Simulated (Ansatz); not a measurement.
Runs of Ansatz 0.2.0 on TePt. Symmetry: Pm-3m, No. 221, cubic system. Conventional cell: a = 3.559 Å, b = 3.559 Å, c = 3.559 Å, α = 90.00°, β = 90.00°, γ = 90.00°. Around Pt (site symmetry m-3m) lie 8 Te at 3.08 Å. Te (site symmetry m-3m) has 8 Pt at 3.08 Å as nearest neighbours. Measurements of this composition are mostly on another form, of space group No. 166.

| level | U | hubbard projectors | double counting | gap on the mesh (eV) | pressure (GPa) |
| --- | --- | --- | --- | --- | --- |
| r2SCAN+U | Pt d U = 5 eV | ortho-atomic (the default) | fll (the default) | none | -10.0 |
| r2SCAN | - | - | - | none | -11.2 |
| r2SCAN+U | Pt d U = 6 eV | ortho-atomic (the default) | fll (the default) | none | -9.5 |
| r2SCAN+U | Pt d U = 2 eV | ortho-atomic (the default) | fll (the default) | none | (a) |
| r2SCAN+U | Pt d U = 3 eV | ortho-atomic (the default) | fll (the default) | none | (b) |

Alike in all rows: task projected density of states; potentials or basis Ansatz PAW; no spin polarisation; cell as given; k mesh 8 × 8 × 8; cutoff (eV) 500; smearing fermi-dirac 0.05 eV.

Problem. Estimate the missing entries.

Solution. (a) -10.9; (b) -10.6.

Caveats: the PAW data sets come from PBE, with cores solved anew for the run's functional, which leaves a small shift of forces and pressure; the density of states is complete only up to the lowest level of the last band computed; U without spin polarisation on a metal has little footing (some runs); the U is typed as a test and isn't derived for this compound (some runs).

A k mesh can miss the band edges, and the runs leave out spin-orbit coupling on Pt, Te.

A gap of «none» marks a metal or a gap under the smearing width.
